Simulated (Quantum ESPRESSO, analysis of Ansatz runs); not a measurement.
## MgF2 (P4_2/mnm), nudged elastic band: F_i by the interstitialcy path (q = −1) (Quantum ESPRESSO)

Wanted: path and barrier of a jump of F in MgF2 (P4_2/mnm) at charge −1. The case: F_i by the interstitialcy path, in a cell of 72 host atoms with 1 F put in.

Calculated with Quantum ESPRESSO 7.5; Quantum ESPRESSO plane-wave DFT, PBEsol, GBRV 1.5 PBEsol potentials; nudged elastic band between two relaxed defect structures at fixed charge in a uniform background.

## 1. Set-up

The cell holds 73 atoms: 24 Mg and 49 F. Its edges and angles: a = 9.195 Å, b = 9.195 Å, c = 9.131 Å, α = 90.0°, β = 90.0°, γ = 90.0°. It derives from MgF2 (space group P4_2/mnm). Nearest the centre at fractional (0.194, 0.421, 0.169): F73 at 0.89 Å, F6 at 0.89 Å, Mg1 at 1.63 Å, F9 at 2.15 Å, F3 at 2.20 Å, Mg26 at 2.41 Å, Mg20 at 2.47 Å, F22 at 2.49 Å. The cell carries charge −1.

The cell's shortest repeat is 9.1 Å.

## 2. Relaxation of the start point, charge −1

The ends come first: from an unrelaxed start the top is counted from too high an energy, and the barrier comes out too low. Small random displacements break the symmetry of the ideal sites, so that the defect can distort if it gains by it. The charge of −1 is set by the electron count, and a uniform background keeps the cell neutral.

Contents of pw.in:

```
&CONTROL
  calculation = 'relax'
  prefix = 'pwscf'
  outdir = './tmp'
  pseudo_dir = './pseudo'
  tprnfor = .true.
  disk_io = 'low'
  nstep = 70
  forc_conv_thr = 0.00078
  etot_conv_thr = 0.0001
/
&SYSTEM
  ibrav = 0
  nat = 73
  ntyp = 2
  ecutwfc = 36
  ecutrho = 288
  nbnd = 296
  occupations = 'fixed'
  tot_charge = -1
  nosym = .true.
/
&ELECTRONS
  conv_thr = 7d-08
  electron_maxstep = 100
  mixing_beta = 0.5
/
&IONS
  ion_dynamics = 'bfgs'
/
ATOMIC_SPECIES
Mg    24.3050 mg_pbesol_v1.4.uspp.F.UPF
F     18.9984 f_pbesol_v1.4.uspp.F.UPF
CELL_PARAMETERS angstrom
   9.1949209692    0.0000000000    0.0000000000
   0.0000000000    9.1949209692    0.0000000000
   0.0000000000    0.0000000000    9.1306547916
ATOMIC_POSITIONS crystal
Mg     0.2500098987    0.2524039264    0.1644452254
Mg    -0.0020633081   -0.0010533736   -0.0023136004
F      0.3486812712    0.3516038964   -0.0011317025
F      0.3991220454    0.1003865612    0.1680185953
F      0.1518231518    0.1482156957   -0.0001025864
F      0.0999787726    0.3986821414    0.1657156894
Mg     0.2478932736    0.2485710758    0.4979448271
Mg    -0.0005822716   -0.0031392002    0.3340099274
F      0.3487462135    0.3483027503    0.3300630260
F      0.3982755626    0.0982575996    0.5006736937
F      0.1487977924    0.1506260620    0.3316214191
F      0.0968516922    0.4036756742    0.4982985727
Mg     0.2498999071    0.2527219111    0.8315245279
Mg    -0.0021494728    0.0021256537    0.6679026536
F      0.3463611479    0.3486796196    0.6691048601
F      0.3986103124    0.1001246552    0.8335544119
F      0.1505195265    0.1543765735    0.6677873676
F      0.0956081658    0.4016384583    0.8347549710
Mg     0.2491344851    0.7531309586    0.1663595563
Mg     0.0012629979    0.5027229040   -0.0012879274
F      0.3498144929    0.8456461739    0.0008016089
F      0.3985556539    0.5971286816    0.1661839735
F      0.1529464554    0.6533551537   -0.0022102368
F      0.0973867565    0.9023980990    0.1637447873
Mg     0.2488749135    0.7497636802    0.5030749083
Mg     0.0026541529    0.4987402531    0.3319043564
F      0.3480344528    0.8516464817    0.3324555645
F      0.3993951074    0.6009368134    0.4991746174
F      0.1508871591    0.6482435273    0.3332998762
F      0.0975162457    0.9041577799    0.5015237523
Mg     0.2498950003    0.7529067638    0.8318448500
Mg     0.0028533613    0.4999853564    0.6682599325
F      0.3465879812    0.8490692453    0.6640906820
F      0.3984995922    0.5981016793    0.8320169260
F      0.1516791143    0.6545083064    0.6655277891
F      0.0960653396    0.9022720134    0.8353056114
Mg     0.7492356317    0.2491077029    0.1697318655
Mg     0.5014626106   -0.0029079497   -0.0002243217
F      0.8486499067    0.3453777128    0.0007856953
F      0.8993205083    0.1009635234    0.1671498072
F      0.6519341921    0.1482916942   -0.0006395041
F      0.5957397649    0.3998679179    0.1671795609
Mg     0.7475888966    0.2509589835    0.4980082134
Mg     0.5017938639   -0.0020042678    0.3351929448
F      0.8487592156    0.3460176443    0.3354011852
F      0.9046581602    0.0983977965    0.4993873344
F      0.6511030525    0.1493028598    0.3357761439
F      0.5967039276    0.4012825473    0.4972923535
Mg     0.7489241310    0.2478043062    0.8355087359
Mg     0.4994860725    0.0032216338    0.6667114209
F      0.8461594678    0.3474221612    0.6647293709
F      0.9015100952    0.0959956185    0.8312823118
F      0.6494999811    0.1503112097    0.6690301356
F      0.5968520319    0.3987990818    0.8341895880
Mg     0.7522571050    0.7476679099    0.1663298673
Mg     0.4989741286    0.4971417259    0.0012012401
F      0.8484427839    0.8488522503   -0.0032693468
F      0.9035175090    0.5960994066    0.1660143507
F      0.6497497538    0.6495837188    0.0020706755
F      0.5957204585    0.9030800862    0.1664772016
Mg     0.7484385144    0.7482020121    0.5022459494
Mg     0.4970900436    0.4985401070    0.3335490534
F      0.8512625434    0.8501164286    0.3342236411
F      0.9004165688    0.5959949830    0.5017636858
F      0.6542792271    0.6510450105    0.3349274230
F      0.6002825705    0.9033053333    0.5020643970
Mg     0.7492619496    0.7524540893    0.8312997768
Mg     0.5021254627    0.5012182965    0.6688366378
F      0.8508535726    0.8503685880    0.6652491426
F      0.8988728807    0.5997935507    0.8317697371
F      0.6514341204    0.6529402806    0.6637407751
F      0.5953063492    0.9018539216    0.8334019195
F      0.2879447023    0.4404413566    0.1681496511
K_POINTS gamma
```

Launch:

```
OMP_NUM_THREADS=1 mpirun -n 4 pw.x -in pw.in > pw.out
```

The program printed:

```text
[shortened: banners, details of potentials and solvers, and blank lines are left out]
     gamma-point specific algorithms are used
     one sub-group per band group will be used
     scalapack distributed-memory algorithm (size of sub-group:  2*  2 procs)
     bravais-lattice index     =            0
     lattice parameter (alat)  =      17.3759  a.u.
     unit-cell volume          =    5209.4818 (a.u.)^3
     number of atoms/cell      =           73
     number of atomic types    =            2
     number of electrons       =       584.00
     number of Kohn-Sham states=          296
     kinetic-energy cutoff     =      36.0000  Ry
     charge density cutoff     =     288.0000  Ry
     scf convergence threshold =      7.0E-08
     mixing beta               =       0.5000
     number of iterations used =            8  plain     mixing
     energy convergence thresh.=      1.0E-04
     force convergence thresh. =      7.8E-04
     Exchange-correlation= SLA  PW   PSX  PSC
                           (   1   4  10   8   0   0   0)
     nstep                     =           70
     crystal axes: (cart. coord. in units of alat)
               a(1) = (   1.000000   0.000000   0.000000 )
               a(2) = (   0.000000   1.000000   0.000000 )
               a(3) = (   0.000000   0.000000   0.993011 )
     PseudoPot. # 1 for Mg read from file:
     mg_pbesol_v1.4.uspp.F.UPF
     Pseudo is Ultrasoft, Zval = 10.0
[...]
PseudoPot. # 2 for F  read from file:
     f_pbesol_v1.4.uspp.F.UPF
     Pseudo is Ultrasoft, Zval =  7.0
     atomic species   valence    mass     pseudopotential
     Mg               10.00    24.30500     Mg( 1.00)
     F                 7.00    18.99840     F ( 1.00)
     No symmetry found
     site n.     atom                  positions (alat units)
         1        Mg     tau(   1) = (   0.2500099   0.2524039   0.1632959  )
         2        Mg     tau(   2) = (  -0.0020633  -0.0010534  -0.0022974  )
         3        F      tau(   3) = (   0.3486813   0.3516039  -0.0011238  )
         4        F      tau(   4) = (   0.3991220   0.1003866   0.1668443  )
         5        F      tau(   5) = (   0.1518232   0.1482157  -0.0001019  )
         6        F      tau(   6) = (   0.0999788   0.3986821   0.1645575  )
         7        Mg     tau(   7) = (   0.2478933   0.2485711   0.4944645  )
         8        Mg     tau(   8) = (  -0.0005823  -0.0031392   0.3316754  )
[...]
number of k points=     1
                       cart. coord. in units 2pi/alat
        k(    1) = (   0.0000000   0.0000000   0.0000000), wk =   2.0000000
     Dense  grid:   214989 G-vectors     FFT dimensions: (  96,  96,  96)
     Smooth grid:    75957 G-vectors     FFT dimensions: (  72,  72,  72)
     starting charge     575.7945, renormalised to     584.0000
     Self-consistent Calculation
     iteration #  1     ecut=    36.00 Ry     beta= 0.50
     total energy              =   -5388.56958295 Ry
     estimated scf accuracy    <       4.98504034 Ry
     iteration #  2     ecut=    36.00 Ry     beta= 0.50
     total energy              =   -5388.76468035 Ry
     estimated scf accuracy    <       3.13469277 Ry
     iteration #  3     ecut=    36.00 Ry     beta= 0.50
     total energy              =   -5389.86939846 Ry
     estimated scf accuracy    <       1.04090582 Ry
[...]
[... 194 further cycles ...]
[...]
estimated scf accuracy    <       0.00000027 Ry
     iteration #  4     ecut=    36.00 Ry     beta= 0.50
     total energy              =   -5390.43487192 Ry
     estimated scf accuracy    <       0.00000004 Ry
     iteration #  5     ecut=    36.00 Ry     beta= 0.50
     total energy              =   -5390.43487192 Ry
     estimated scf accuracy    <          1.5E-09 Ry
     iteration #  6     ecut=    36.00 Ry     beta= 0.50
     End of self-consistent calculation
          k = 0.0000 0.0000 0.0000 (  9503 PWs)   bands (ev):
   -68.2019 -68.1721 -68.1619 -68.1212 -68.1204 -68.1076 -68.0957 -68.0892
   -68.0870 -68.0869 -68.0850 -68.0793 -68.0762 -68.0755 -68.0732 -68.0701
   -68.0693 -68.0681 -68.0680 -68.0650 -67.9629 -67.9601 -67.9330 -67.9311
   -35.1987 -35.1668 -35.1612 -35.1612 -35.1609 -35.1544 -35.1515 -35.1486
   -35.1335 -35.1149 -35.1096 -35.1078 -35.1037 -35.1004 -35.0975 -35.0967
   -35.0940 -35.0919 -35.0875 -35.0856 -35.0835 -35.0789 -35.0787 -35.0776
   -35.0769 -35.0747 -35.0739 -35.0733 -35.0707 -35.0704 -35.0672 -35.0667
   -35.0646 -35.0643 -35.0640 -35.0621 -35.0610 -35.0606 -35.0599 -35.0570
[...]
highest occupied, lowest unoccupied level (ev):     3.3993    9.4685
!    total energy              =   -5390.43487192 Ry
     estimated scf accuracy    <          1.2E-10 Ry
     The total energy is the sum of the following terms:
     one-electron contribution =   -3327.54510998 Ry
     hartree contribution      =    1863.94064275 Ry
     xc contribution           =    -857.74882349 Ry
     ewald contribution        =   -3069.08158120 Ry
     convergence has been achieved in   6 iterations
     Forces acting on atoms (cartesian axes, Ry/au):
     atom    1 type  1   force =    -0.00047311    0.00038223    0.00013921
     atom    2 type  1   force =     0.00014947    0.00038916   -0.00038035
     atom    3 type  2   force =    -0.00052669    0.00019140   -0.00026120
     atom    4 type  2   force =    -0.00005447   -0.00028483    0.00000931
     atom    5 type  2   force =    -0.00046233   -0.00050600   -0.00037641
     atom    6 type  2   force =    -0.00013867   -0.00054354    0.00003439
     atom    7 type  1   force =    -0.00021205    0.00035406   -0.00076502
     atom    8 type  1   force =    -0.00002719    0.00016241    0.00051064
[...]
Total force =     0.004601     Total SCF correction =     0.000033
     Energy error            =      4.4E-05 Ry
     Gradient error          =      8.6E-04 Ry/Bohr
     number of scf cycles    =  32
     number of bfgs steps    =  31
     energy             old  =   -5390.4348276267 Ry
     energy             new  =   -5390.4348719248 Ry
     CASE: energy            _new < energy            _old
     new trust radius        =       0.0112034334 bohr
     new conv_thr            =       0.0000000007 Ry
ATOMIC_POSITIONS (crystal)
Mg               0.2567706148        0.2698914325        0.1669659231
Mg               0.0007782883       -0.0039103733        0.0036539438
F                0.3641754688        0.3285660106       -0.0167380340
F                0.3962271885        0.1002716611        0.1665958173
F                0.1503956624        0.1517105474        0.0026589554
F                0.0761485706        0.3889665051        0.1663736310
Mg               0.2471782548        0.2424785261        0.5012762815
Mg               0.0006767573       -0.0040287975        0.3294666301
[...]
Self-consistent Calculation
     iteration #  1     ecut=    36.00 Ry     beta= 0.50
     total energy              =   -5390.43490470 Ry
     estimated scf accuracy    <       0.00002791 Ry
     iteration #  2     ecut=    36.00 Ry     beta= 0.50
     total energy              =   -5390.43490555 Ry
     estimated scf accuracy    <       0.00000363 Ry
     iteration #  3     ecut=    36.00 Ry     beta= 0.50
     total energy              =   -5390.43490592 Ry
     estimated scf accuracy    <       0.00000024 Ry
     iteration #  4     ecut=    36.00 Ry     beta= 0.50
     total energy              =   -5390.43490595 Ry
     estimated scf accuracy    <       0.00000003 Ry
     iteration #  5     ecut=    36.00 Ry     beta= 0.50
     total energy              =   -5390.43490596 Ry
     estimated scf accuracy    <          1.4E-09 Ry
     iteration #  6     ecut=    36.00 Ry     beta= 0.50
     End of self-consistent calculation
          k = 0.0000 0.0000 0.0000 (  9503 PWs)   bands (ev):
   -68.1984 -68.1686 -68.1617 -68.1199 -68.1195 -68.1074 -68.1001 -68.0878
   -68.0861 -68.0859 -68.0830 -68.0813 -68.0788 -68.0770 -68.0753 -68.0706
   -68.0691 -68.0687 -68.0679 -68.0624 -67.9588 -67.9560 -67.9371 -67.9356
   -35.1954 -35.1633 -35.1579 -35.1578 -35.1576 -35.1513 -35.1510 -35.1485
   -35.1332 -35.1146 -35.1091 -35.1061 -35.1037 -35.1001 -35.0972 -35.0950
   -35.0928 -35.0905 -35.0878 -35.0862 -35.0857 -35.0805 -35.0799 -35.0775
   -35.0757 -35.0755 -35.0741 -35.0736 -35.0718 -35.0701 -35.0691 -35.0670
   -35.0670 -35.0649 -35.0638 -35.0627 -35.0620 -35.0611 -35.0596 -35.0592
[...]
highest occupied, lowest unoccupied level (ev):     3.4064    9.4686
!    total energy              =   -5390.43490596 Ry
     estimated scf accuracy    <          1.1E-10 Ry
     The total energy is the sum of the following terms:
     one-electron contribution =   -3327.64347869 Ry
     hartree contribution      =    1863.99029984 Ry
     xc contribution           =    -857.74960995 Ry
     ewald contribution        =   -3069.03211716 Ry
     convergence has been achieved in   6 iterations
     Forces acting on atoms (cartesian axes, Ry/au):
     atom    1 type  1   force =    -0.00036575    0.00054753    0.00005050
     atom    2 type  1   force =    -0.00011970    0.00028874   -0.00048749
     atom    3 type  2   force =    -0.00046938    0.00011224   -0.00019305
     atom    4 type  2   force =    -0.00024134   -0.00022489    0.00002118
     atom    5 type  2   force =    -0.00046115   -0.00064370   -0.00021539
     atom    6 type  2   force =    -0.00013288   -0.00036468    0.00004825
     atom    7 type  1   force =    -0.00010782    0.00030227   -0.00026735
     atom    8 type  1   force =    -0.00030357    0.00006185    0.00055297
[...]
Total force =     0.004043     Total SCF correction =     0.000029
     Energy error            =      3.4E-05 Ry
     Gradient error          =      7.6E-04 Ry/Bohr
     bfgs converged in  33 scf cycles and  32 bfgs steps
     (criteria: energy <  1.0E-04 Ry, force <  7.8E-04 Ry/Bohr)
     End of BFGS Geometry Optimization
     Final energy             =   -5390.4349059581 Ry
Begin final coordinates
ATOMIC_POSITIONS (crystal)
Mg               0.2567706148        0.2698914325        0.1669659231
Mg               0.0007782883       -0.0039103733        0.0036539438
F                0.3641754688        0.3285660106       -0.0167380340
F                0.3962271885        0.1002716611        0.1665958173
F                0.1503956624        0.1517105474        0.0026589554
F                0.0761485706        0.3889665051        0.1663736310
Mg               0.2471782548        0.2424785261        0.5012762815
Mg               0.0006767573       -0.0040287975        0.3294666301
[...]
End final coordinates
   JOB DONE.
```

Elapsed: 23 min, on 4 MPI ranks of Intel Xeon Platinum 8259CL at 2.50GHz (Skylake/Cascade Lake), shared host; peak memory 1.5 GiB.

Step by step (22 of 33):

```csv
step,energy less that of the first step (eV)
0,0.0000
2,-6.8005
3,-7.4053
5,-7.7519
6,-7.8694
8,-7.9871
9,-8.0290
11,-8.0947
12,-8.1182
14,-8.1504
15,-8.1624
17,-8.1780
18,-8.1820
20,-8.1879
21,-8.1904
23,-8.1943
24,-8.1961
26,-8.1993
27,-8.2006
29,-8.2026
30,-8.2034
32,-8.2044
```

The atoms that moved most (Å):

| atom | dx | dy | dz | length |
| --- | --- | --- | --- | --- |
| F22 | 0.801 | 0.733 | -0.018 | 1.086 |
| F73 | 0.279 | 0.586 | 0.008 | 0.649 |
| F9 | 0.153 | -0.202 | 0.190 | 0.317 |
| F3 | 0.142 | -0.212 | -0.142 | 0.292 |
| F59 | 0.168 | -0.148 | -0.161 | 0.275 |
| Mg19 | 0.143 | -0.205 | 0.002 | 0.250 |
| F6 | -0.219 | -0.089 | 0.006 | 0.237 |
| Mg55 | -0.214 | -0.057 | -0.001 | 0.222 |

Neighbours of F73 at the end:

```csv
atom,distance (Å)
Mg19,2.141
Mg62,2.144
Mg56,2.179
F22,2.211
Mg1,2.228
F9,2.371
F3,2.380
F6,2.466
```

Numbers from this step:

```yaml
highest_filled_level: 3.406 eV
lowest_empty_level: 9.469 eV
r_m_s_move_of_the_farther_half_of_the_atoms: 0.08880 Å
largest_move_from_the_ideal_geometry_of_this_structure_a_common_shift_of_the_far_atoms_taken_out: 1.081 Å
```

The relaxation gained 8.204 eV and ended with a largest force component of 0.019 eV/Å.

(Continued in part 2 of 3.)

[Logs are printed without paths, hosts, clocks, repeated set-up lines and the standing remarks that a program may print on its own settings, such as how far it seeks lower states.]

[Hosts, paths, dates, database ids (printed as entryN), source tags and the programs' standing remarks are cut or masked in the printed files.]
